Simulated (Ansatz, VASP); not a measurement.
InSb: VASP beside Ansatz

```
In Sb
1.0
     0.00000    3.25993    3.25993
     3.25993    0.00000    3.25993
     3.25993    3.25993    0.00000
In Sb
1 1
Cartesian
  0.0000 0.0000 0.0000
  4.8899 4.8899 4.8899
```

Alike in both runs: functional PBEsol; k mesh 12 × 12 × 12; occupations fermi-dirac, width 0.15 eV; no spin polarisation.

Ansatz relaxed the structure, and its values are those at the end. VASP's run is a single point on that final structure, the one shown.

```csv
,VASP,Ansatz
version,VASP 6.6.1,Ansatz 0.2.0
potentials or method,"VASP PAW PBE potentials, release 64 (In_d, Sb)","scalar-relativistic, plane waves, PAW"
plane-wave cutoff (eV),520,420
valence electrons in the cell,18,28
```

|  | VASP | Ansatz | Ansatz less VASP |
| --- | --- | --- | --- |
| gap on the k mesh at the Fermi level (eV) | none | none | - |
| pressure (GPa) | 0.0 | 0.0 | -0.02 |

A gap of «none» marks a metal or a gap that the smearing closes. The two sets of potentials don't hold the same shells in valence.

Caveats: the PAW data sets were made with another functional, which shifts forces and pressure a little (VASP). The runs have no spin-orbit coupling, so splittings on Sb are missing.
